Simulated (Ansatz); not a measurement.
# Al2Au under changes of volume

One of the cells (18.000 Å³/atom); the others are scaled copies at fixed shape and fractional positions:

```
Au Al
1.0
     0.00000    3.00000    3.00000
     3.00000    0.00000    3.00000
     3.00000    3.00000    0.00000
Au Al
1 2
Direct
  0.00000 0.00000 0.00000
  0.75000 0.75000 0.75000
  0.25000 0.25000 0.25000
```

```yaml
Program: Ansatz 0.2.0
Functional: PBE
Potentials_or_basis: all-electron LAPW, scalar-relativistic
Cutoff: 248 eV (chosen from the basis error)
Basis_error_allowed: 0.001 eV/atom
k_mesh: 8 × 8 × 8
Occupations: fermi-dirac, width 0.05 eV
Spin: no spin polarisation
```

```tsv
volume (Å³/atom)	energy over the lowest point (meV/atom)	pressure (GPa)
16.920	53.53	11.8
17.280	?	?
17.640	14.68	5.8
18.000	4.67	3.3
18.360	0.00	1.0
18.720	0.08	-1.0
19.080	4.37	-2.8
```

Problem. What does the run at 17.280 Å³/atom give?

Solution. Energy over the lowest point 30.72 meV/atom; pressure 8.6 GPa.

Worked out: A Birch-Murnaghan fit of order 3 (a polynomial in V^(-2/3)) to the other rows has its minimum at 18.53 Å³/atom with B0 = V·E''(V) = 103 GPa and B' = 5.1. It gives 30.71 meV/atom at 17.280 Å³/atom, against the run's 30.72, and -dE/dV = 8.6 GPa, against 8.6.

Energies are extrapolated to zero smearing.
